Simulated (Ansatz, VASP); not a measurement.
Two plane-wave programs on Ag

The input INCAR:

```
PREC     = Accurate       # precision mode
ENCUT    = 520            # plane-wave cutoff, eV
EDIFF    = 1E-6           # SCF threshold, eV
ISMEAR   = 0              # smearing method
SIGMA    = 0.1            # smearing width, eV
LREAL    = False          # projectors in reciprocal space
LASPH    = True           # aspherical terms in the spheres
NELM     = 80             # most SCF steps
ALGO     = Normal         # electronic algorithm
ISIF     = 2              # what is computed and relaxed
LWAVE    = False          # write WAVECAR
LCHARG   = False          # write CHGCAR
GGA      = PS             # functional
NBANDS   = 12             # bands
```

The input KPOINTS:

```
Automatic mesh
0
Gamma
  18 18 18
```

POSCAR

```
Ag
1.0
    0.0000000000      2.0067273948      2.0067273948
    2.0067273948      0.0000000000      2.0067273948
    2.0067273948      2.0067273948      0.0000000000
Ag
1
Direct
    0.0000000000      0.0000000000      0.0000000000
```

Input for Ansatz:

```yaml
crystal:
  lattice:
    - [0.0, 2.0067273948, 2.0067273948]
    - [2.0067273948, 0.0, 2.0067273948]
    - [2.0067273948, 2.0067273948, 0.0]
  atoms:
    - { symbol: Ag, position: [0.0, 0.0, 0.0] }
basis:
  ecutwfc: 420
kpoints:
  mp_grid: { grid: [18, 18, 18] }
hamiltonian:
  xc: pbesol
scf:
  occupations: { method: gaussian, width: 0.1 }
output:
  forces: true
  stress: true
  eigenvalues: true
```

Alike in both runs: task single point; functional PBEsol; k mesh 18 × 18 × 18; occupations gaussian, width 0.1 eV; no spin polarisation.

|  | VASP | Ansatz |
| --- | --- | --- |
| version | VASP 6.6.1 | Ansatz 0.2.0 |
| potentials or method | VASP PAW PBE potentials, release 64 (Ag) | scalar-relativistic, plane waves, PAW |
| plane-wave cutoff (eV) | 520 | 420 |
| valence electrons in the cell | 11 | 19 |

```csv
,VASP,Ansatz,Ansatz less VASP
gap on the k mesh at the Fermi level (eV),none,none,-
pressure (GPa),3.7,4.0,+0.28
```

A gap of «none» marks a metal or a gap that the smearing closes. With one functional, cell and mesh, what is left measures potentials, basis and numerics. The two sets of potentials don't hold the same shells in valence.

Caveats: the PAW data sets were made with another functional, which shifts forces and pressure a little (VASP).
